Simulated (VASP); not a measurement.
# BN (Fmm2) in VASP: further runs

One crystal, BN, is run at these levels: PBE+D3(BJ); tasks: single point, relaxation of cell and atoms.

Everything below comes from runs of VASP 6.6.1. Logs are shortened: lines on timing, memory, paths and dates and some standing lists are left out, and cuts for length are marked.

## 1. The structure

Symmetry: Fmm2, No. 42, orthorhombic system. The conventional cell has a = 2.508 Å, b = 6.679 Å, c = 4.338 Å, α = 90.00°, β = 90.00°, γ = 90.00°. B (site symmetry mm2) is surrounded by 3 N at 1.45 Å. Around N (site symmetry mm2) lie 3 B at 1.45 Å.

Measurements of this composition are mostly on another form, of space group No. 194.

## 2. Single point, PBE+D3(BJ)

File INCAR:

```
PREC = Accurate ; ENCUT = 520
EDIFF = 1E-6 ; ISMEAR = 0
SIGMA = 0.02 ; LREAL = False
LASPH = True ; NELM = 100
ALGO = Normal ; ISIF = 2
LWAVE = False ; LCHARG = False
GGA = PE ; IVDW = 12
NBANDS = 11
```

File KPOINTS:

```
regular mesh
0
Gamma
  12 12 12
```

File POSCAR:

```
BN
1.0
    0.0000000000      3.3394821895      2.1688319106
    1.2538424675      0.0000000000      2.1688319106
    1.2538424675      3.3394821895      0.0000000000
B N
1 1
Direct
    0.0001068737      0.0001068737      0.9998931263
    0.6665931163      0.6665931163      0.3334068837
```

Potentials or basis: VASP PAW PBE potentials, release 64 (B, N).

On the command line:

```
$ cat potpaw_PBE.64/B/POTCAR potpaw_PBE.64/N/POTCAR > POTCAR
$ mpirun -np 1 vasp_std > vasp.out
```

OUTCAR:

```text
PREC = Accurate
   ENCUT = 520
   EDIFF = 1E-6
   ISMEAR = 0
   LREAL = False
   LASPH = True
   NELM = 100
   ISIF = 2
   GGA = PE
   IVDW = 12
 IVDW          = 12

 ion  position               nearest neighbor table
   1  0.000  0.000  1.000-   2 1.45   2 1.45   2 1.45
   2  0.667  0.667  0.333-   1 1.45   1 1.45   1 1.45

  LATTYP: Found a face centered orthorhombic cell.
 ALAT       =     2.5076849350
 B/A-ratio  =     1.7297483271
 C/A-ratio  =     2.6633985338

  Lattice vectors:

 A1 = (   0.0000000000,   3.3394821895,   2.1688319106)
 A2 = (  -1.2538424675,   3.3394821895,   0.0000000000)
 A3 = (  -1.2538424675,   0.0000000000,   2.1688319106)

Analysis of symmetry for initial positions (statically):
=====================================================================
 Subroutine PRICEL returns:
 Original cell was already a primitive cell.

 Routine SETGRP: Setting up the symmetry group for a
 face centered orthorhombic supercell.

 Subroutine GETGRP returns: Found  4 space group operations
 (whereof  4 operations were pure point group operations)
 out of a pool of  8 trial point group operations.

The static configuration has the point symmetry C_2v.

Analysis of symmetry for dynamics (positions and initial velocities):
=====================================================================
 Subroutine PRICEL returns:
 Original cell was already a primitive cell.

 Routine SETGRP: Setting up the symmetry group for a
 face centered orthorhombic supercell.

 Subroutine GETGRP returns: Found  4 space group operations
 (whereof  4 operations were pure point group operations)
 out of a pool of  8 trial point group operations.

The dynamic configuration has the point symmetry C_2v.

 Subroutine INISYM returns: Found  4 space group operations
 (whereof  4 operations are pure point group operations),
 and found     1 'primitive' translations

----------------------------------------------------------------------------------------

                                     Primitive cell

  volume of cell :      18.1626

  direct lattice vectors                    reciprocal lattice vectors
     0.000000000  3.339482189  2.168831911    -0.398774179  0.149723811  0.230538843
     1.253842467  0.000000000  2.168831911     0.398774179 -0.149723811  0.230538843
     1.253842467  3.339482189  0.000000000     0.398774179  0.149723811 -0.230538843

  length of vectors
     3.981955945  2.505185181  3.567108385     0.484341020  0.484341020  0.484341020

  position of ions in fractional coordinates (direct lattice)
     0.000106874  0.000106874  0.999893126
     0.666593116  0.666593116  0.333406884

  ion indices of the primitive-cell ions
   primitive index   ion index
                 1           1
                 2           2

----------------------------------------------------------------------------------------

 KPOINTS: regular mesh

Automatic generation of k-mesh.
 Grid dimensions read from file:
 generate k-points for:   12   12   12

 Generating k-lattice:

  Cartesian coordinates                     Fractional coordinates (reciprocal lattice)
    -0.033231182  0.012476984  0.019211570     0.083333333  0.000000000 -0.000000000
     0.033231182 -0.012476984  0.019211570     0.000000000  0.083333333  0.000000000
     0.033231182  0.012476984 -0.019211570    -0.000000000 -0.000000000  0.083333333

  Length of vectors
     0.040361752  0.040361752  0.040361752

  Shift w.r.t. Gamma in fractional coordinates (k-lattice)
     0.000000000  0.000000000  0.000000000

 Subroutine IBZKPT returns following result:
 ===========================================

 Found    280 irreducible k-points:

 Following reciprocal coordinates:
            Coordinates               Weight
  0.000000  0.000000  0.000000      1.000000
  0.083333  0.000000  0.000000      8.000000
  0.166667 -0.000000  0.000000      8.000000
  0.250000  0.000000  0.000000      8.000000
  0.333333  0.000000  0.000000      8.000000
  0.416667  0.000000 -0.000000      8.000000
[... 16 lines left out ...]
  0.500000  0.166667  0.000000      8.000000
 -0.416667  0.166667  0.000000      8.000000
 [... further k-points ...]
   k-points           NKPTS =    280   k-points in BZ     NKDIM =    280   number of bands    NBANDS=     11
   number of dos      NEDOS =    301   number of ions     NIONS =      2
   total plane-waves  NPLWV =  16800
   dimension x,y,z NGX =    30 NGY =   20 NGZ =   28
   dimension x,y,z NGXF=    60 NGYF=   40 NGZF=   56
   ions per type =               1   1
   NGX,Y,Z   is equivalent  to a cutoff of  12.52, 13.27, 13.05 a.u.
   NGXF,Y,Z  is equivalent  to a cutoff of  25.05, 26.54, 26.10 a.u.
 SYSTEM =  unknown system
   PREC   = accura    normal or accurate (medium, high low for compatibility)
   ISTART =      0    job   : 0-new  1-cont  2-samecut
   ICHARG =      2    charge: 1-file 2-atom 10-const
   ISPIN  =      1    spin polarized calculation?
   LNONCOLLINEAR =      F non collinear calculations
   LSORBIT =      F    spin-orbit coupling
   LASPH  =      T    aspherical Exc in radial PAW
   ENCUT  =  520.0 eV  38.22 Ry    6.18 a.u.   7.40  4.66  6.63*2*pi/ulx,y,z
   NELM   =    100;   NELMIN=  2; NELMDL= -5     # of ELM steps
   EDIFF  = 0.1E-05   stopping-criterion for ELM
   LREAL  =      F    real-space projection
   EDIFFG = 0.1E-04   stopping-criterion for IOM
   NSW    =      0    number of steps for IOM
   IBRION =     -1    ionic relax: 0-MD 1-quasi-New 2-CG
   NFREE  =      0    steps in history (QN), initial steepest desc. (CG)
   ISIF   =      2    stress and relaxation
   ISYM   =      2    0-nonsym 1-usesym 2-fastsym
   POTIM  = 0.5000    time-step for ionic-motion
   TEBEG  =    0.0;   TEEND  =   0.0 temperature during run
   PSTRESS=    0.0 pullay stress
   NELECT =       8.0000    total number of electrons
   NUPDOWN=      -1.0000    fix difference up-down
   EMIN   =  10.00;   EMAX   =-10.00  energy-range for DOS
   EFERMI =   0.00;   METHOD = LEGACY
   ISMEAR =     0;   SIGMA  =   0.02  broadening in eV -4-tet -1-fermi 0-gaus
   EFERMI_NEDOS =   21; number of points for ismear=-14 and -15
   IALGO  =     38    algorithm
   IMIX   =      4    mixing-type and parameters
     AMIX     =   0.40;   BMIX     =  1.00
     AMIX_MAG =   1.60;   BMIX_MAG =  1.00
  volume/ion in A,a.u.               =       9.08        61.28
  Fermi-wavevector in a.u.,A,eV,Ry     =   1.245601  2.353844 21.109725  1.551521
  Thomas-Fermi vector in A             =   2.379816
   LORBIT       =      0    0 simple, 1 ext, 2 COOP (PROOUT), +10 PAW based schemes
   GGA     = PE    functional components
   LHFCALC =     F    Hartree Fock is set to
   AEXX    =    0.0000 exact exchange contribution
   IVDW    =    12    specifies the selected vdW correction
   LEPSILON=     F    determine dielectric tensor
   LRPA    =     F    only Hartree local field effects (RPA)
 non-spin polarized calculation
 Gauss-broadening in eV      SIGMA  =   0.02
  energy-cutoff  :      520.00
  volume of cell :       18.16
 maximum number of plane-waves:       505
 NGX is ok and might be reduce to    30
   NGX = 15   NGY =  9   NGZ = 13

 number of electron       8.0000000 magnetization

 Free energy of the ion-electron system (eV)
  ---------------------------------------------------
  ext. energy  EPLUGINS =         0.00000000
  ---------------------------------------------------
  free energy    TOTEN  =       -17.57569162 eV

  energy without entropy =      -17.57569162  energy(sigma->0) =      -17.57569162

 E-fermi :   2.4718     XC(G=0): -10.0340

 val. band max:        2.3372311003   @ k =   0.5000  -0.3333   0.1667
 cond. band min:       5.9895028472   @ k =   0.0000   0.5000   0.5000
 fundamental gap:      3.6522717468
 Fermi energy:         2.4718208381

 k-point     1 :       0.0000    0.0000    0.0000
  band No.  band energies     occupation
      1     -15.5643      2.00000
      2      -1.9026      2.00000
      3       0.9009      2.00000
      4       0.9046      2.00000
      5       7.4205      0.00000
      6      13.7812      0.00000
      7      13.8787      0.00000
      8      15.3401      0.00000
      9      16.8873      0.00000
     10      27.8947      0.00000
     11      30.1450      0.00000

 k-point     2 :       0.0833    0.0000    0.0000
  band No.  band energies     occupation
      1     -15.4243      2.00000
      2      -1.7811      2.00000
      3       0.3417      2.00000
      4       0.6442      2.00000
      5       7.7474      0.00000
      6      13.7746      0.00000
      7      14.3993      0.00000
      8      14.8389      0.00000
      9      17.3372      0.00000
     10      27.7745      0.00000
     11      28.3024      0.00000

 k-point     3 :       0.1667   -0.0000    0.0000
  band No.  band energies     occupation
      1     -15.0125      2.00000
      2      -1.4302      2.00000
      3      -1.0488      2.00000
      4       0.0169      2.00000
      5       8.5975      0.00000
      6      13.4811      0.00000
      7      13.6535      0.00000
      8      16.0022      0.00000
      9      18.4422      0.00000
     10      24.9086      0.00000
     11      28.6255      0.00000

 k-point     4 :       0.2500    0.0000    0.0000
  band No.  band energies     occupation
      1     -14.3589      2.00000
      2      -2.8540      2.00000
      3      -0.7923      2.00000
      4      -0.7091      2.00000
      5       9.6266      0.00000
      6      11.8340      0.00000
      7      13.5472      0.00000
      8      18.2660      0.00000
      9      19.7688      0.00000
     10      22.7240      0.00000
     11      27.3305      0.00000

 k-point     5 :       0.3333    0.0000    0.0000
  band No.  band energies     occupation
      1     -13.5363      2.00000
      2      -4.6288      2.00000
      3      -1.3348      2.00000
      4       0.0235      2.00000
      5       9.1359      0.00000
      6      11.5635      0.00000
      7      13.8314      0.00000
      8      20.2730      0.00000
      9      20.8158      0.00000
     10      21.8781      0.00000
     11      26.2769      0.00000
[... 211 lines left out ...]
 k-point    21 :       0.3333    0.1667    0.0000
  band No.  band energies     occupation
      1     -14.0108      2.00000
      2      -3.3084      2.00000
      3      -1.6830      2.00000
      4      -0.1643      2.00000
      5       9.9912      0.00000
      6      11.3463      0.00000
      7      14.6356      0.00000
      8      17.0959      0.00000
      9      20.8589      0.00000
     10      21.7679      0.00000
     11      27.0563      0.00000

 k-point    22 :       0.4167    0.1667    0.0000
  band No.  band energies     occupation
      1     -13.2270      2.00000
      2      -4.6401      2.00000
      3      -2.5628      2.00000
      4       0.6301      2.00000
      5       9.1076      0.00000
      6      11.9938      0.00000
      7      15.0544      0.00000
      8      18.1141      0.00000
      9      19.4555      0.00000
     10      23.1847      0.00000
     11      26.3523      0.00000

 k-point    23 :       0.5000    0.1667    0.0000
  band No.  band energies     occupation
      1     -12.4657      2.00000
      2      -5.8234      2.00000
      3      -3.0857      2.00000
      4       1.3967      2.00000
      5       7.6530      0.00000
      6      13.2848      0.00000
      7      15.4466      0.00000
      8      17.8041      0.00000
      9      20.3312      0.00000
     10      23.8212      0.00000
     11      25.3673      0.00000

 k-point    24 :      -0.4167    0.1667    0.0000
  band No.  band energies     occupation
      1     -12.1044      2.00000
      2      -6.3346      2.00000
      3      -3.2504      2.00000
      4       1.6735      2.00000
      5       7.0278      0.00000
      6      13.8055      0.00000
      7      15.8521      0.00000
      8      17.7796      0.00000
      9      21.0734      0.00000
     10      23.1329      0.00000
     11      25.0514      0.00000

 [... further k-points ...]

------------------------ aborting loop because EDIFF is reached ----------------------------------------

 Edisp (eV)   -0.27996

 E8    (eV) :    -0.0820

  FORCE on cell =-STRESS in cart. coord.  units (eV):
  Direction    XX          YY          ZZ          XY          YZ          ZX
  --------------------------------------------------------------------------------------
  -------------------------------------------------------------------------------------
  Total       0.01943    -0.01807     0.01925     0.00000     0.00000     0.00000
  in kB       1.71364    -1.59363     1.69813     0.00000     0.00000     0.00000
  external pressure =        0.61 kB  Pullay stress =        0.00 kB

 VOLUME and BASIS-vectors are now :
 -----------------------------------------------------------------------------
  energy-cutoff  :      520.00
  volume of cell :       18.16
      direct lattice vectors                 reciprocal lattice vectors
     0.000000000  3.339482189  2.168831911    -0.398774179  0.149723811  0.230538843
     1.253842467  0.000000000  2.168831911     0.398774179 -0.149723811  0.230538843
     1.253842467  3.339482189  0.000000000     0.398774179  0.149723811 -0.230538843

 POSITION                                       TOTAL-FORCE (eV/Angst)
 -----------------------------------------------------------------------------------
      1.25384      3.33948      0.00046         0.000000      0.000000      0.000115
      1.25384      3.33948      2.89146         0.000000      0.000000     -0.000115
 -----------------------------------------------------------------------------------
    total drift:                                0.000003      0.000006     -0.000011

  FREE ENERGIE OF THE ION-ELECTRON SYSTEM (eV)
  ---------------------------------------------------
  free  energy   TOTEN  =       -17.8556520387 eV

  energy  without entropy=      -17.8556520387  energy(sigma->0) =      -17.85565204
```

Run time: 62 s. Hardware: 1 thread of Intel Xeon Platinum 8488C (Sapphire Rapids), shared host; peak memory 0.19 GiB.

Results:

```
Free energy                : -17.8557 eV
Pressure                   : 0.1 GPa
Band gap on the k mesh     : 3.65 eV, indirect (least direct gap 4.53 eV)
Dispersion energy per atom : -0.140 eV
```

Levels at points of the mesh, in eV from the valence-band top:
```
           k point  band 1  band 2  band 3  band 4  band 5  band 6  band 7  band 8  band 9
(0.00, 0.00, 0.00)  -17.90   -4.24   -1.44   -1.43    5.08   11.44   11.54   13.00   14.55
(0.50, 0.00, 0.00)  -14.68   -8.99   -4.22   -1.03    4.58    9.79   13.53   16.12   20.23
(0.50, 0.50, 0.00)  -14.75   -9.12   -4.22   -0.39    5.98    9.36   12.34   13.99   19.71
(0.50, 0.00, 0.50)  -17.62   -6.29   -1.47   -1.42   10.06   11.39   11.48   12.13   16.28
(0.00, 0.50, 0.50)  -14.60   -8.85   -4.28   -1.61    3.65    9.79   14.80   18.90   20.41
```

A k mesh can miss the band edges. A hybrid or GW would open this gap; PBE tends to underestimate it.

(Continued in part 2 of 2.)
